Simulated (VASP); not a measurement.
```
CELL_PARAMETERS angstrom
      0.00000     3.05000     3.05000
      3.05000     0.00000     3.05000
      3.05000     3.05000     0.00000
ATOMIC_POSITIONS crystal
  Zn 0.00000 0.00000 0.00000
  Te 0.25000 0.25000 0.25000
```

Level of theory: PBE GGA, VASP's PBE PAW potentials (set 64) (plane waves; VASP 6.6.1). Run with LASPH = .FALSE., 400 eV cut-off, 7×7×7 Γ-centred mesh, Gaussian smearing of 0.050 eV, potentials Zn Te.

Unless said otherwise, spin-orbit coupling is left out, though it shifts the bands of the heavy elements here.

Q: Estimate the energy per atom (σ→0), pressure, band gap (on the k-mesh) with the smallest direct gap where there is one.

A: 
The band gap (on the k-mesh) is 1.25 eV and the smallest direct gap (on the k-mesh) is 1.25 eV. The energy per atom (σ→0) is -2.585 eV/atom and the pressure is 1.80 GPa.

Total energies compare only between runs with the same potentials, cut-off and functional.

The compound is ZnTe in the zinc blende structure. The cell was not relaxed at this level. The run is one of a series of settings (LASPH = .FALSE. against the base run), some of them coarse on purpose.
